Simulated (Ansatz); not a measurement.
**Silver, diamond: HSE06 after PBE**

Aim: see what exact exchange does to the levels, and what it costs. Spin polarisation is left out. The geometry was relaxed under PBE beforehand and is kept. Exact exchange is dear, so the k-mesh is coarse, and PBE is run on the same mesh for comparison.

Program: Ansatz 0.2.0. Level of theory: DFT, plane waves (420 eV) with PBE-made PAW files, scalar-relativistic; functionals as named at each step. These are calculated values, not measurements.

### Step 1. The system as given

It takes space group Fd-3m (No. 227, cubic). The conventional cell has a = 6.214 Å, b = 6.214 Å, c = 6.214 Å, α = 90.00°, β = 90.00°, γ = 90.00°. Ag (site symmetry -43m) is surrounded by 4 Ag at 2.69 Å.

Coordinates:

```
Ag
1.0
     0.00000    3.10692    3.10692
     3.10692    0.00000    3.10692
     3.10692    3.10692    0.00000
Ag
2
Direct
  0.12500 0.12500 0.12500
  0.87500 0.87500 0.87500
```

### Step 2. PBE, coarse mesh

The run with PBE.

Contents of input.yaml:

```yaml
crystal:
  lattice:
    - [0.0, 3.1069243592, 3.1069243592]
    - [3.1069243592, 0.0, 3.1069243592]
    - [3.1069243592, 3.1069243592, 0.0]
  atoms:
    - { symbol: Ag, position: [0.125, 0.125, 0.125] }
    - { symbol: Ag, position: [0.875, 0.875, 0.875] }
hamiltonian:
  xc: pbe
  pseudopotentials:
    kind: paw
    azcp:
      Ag: "pseudopotentials/Ag.paw.azcp"
basis:
  ecutwfc: 420
  fft_grid_basis: typed
kpoints:
  mp_grid: { grid: [5, 5, 5], shift: [0, 0, 0] }
magnetization:
  spin_polarized: false
scf:
  occupations: { method: fermi_dirac, width: 0.1 }
```

Run with:

```sh
ansatz run input.yaml --threads 4 --pin off --max-ram 8192MiB --backend cpu --events-out ev --progress --plain --runs-dir out
```

### Step 3. HSE06, coarse mesh

The run with HSE06.

Edit input.yaml of step 2 so:

```diff
@@ -9,3 +9,3 @@
 hamiltonian:
-  xc: pbe
+  xc: hse06
   pseudopotentials:
```

(Steps that only read results are left out.)

**Question.** What will these runs give? Wanted: PBE: gap; HSE06: gap; HSE06: relative to fcc.

As calculated:

```
                         quantity                         value
                         PBE: gap  none (levels filled in part)
                       HSE06: gap  none (levels filled in part)
HSE06: SCF cycles, exchange loops                         15, 2
 HSE06: CPU time over that of PBE                            19
           HSE06: relative to fcc                 +846 meV/atom
```

Both PBE and HSE06 leave levels filled in part. HSE06 cost 19 times the CPU time of PBE. The exchange operator of HSE06 was renewed in 2 outer loops. To compare with dense-mesh energies, the change of PBE from this mesh and smearing to its dense run (-14.3 meV/atom, from a run not shown) is added. Under HSE06 it lies 846 meV/atom above fcc (computed apart in the same way); on such meshes a few tens of meV are uncertain for metals. The total energies in the logs cannot be compared from one functional to another.
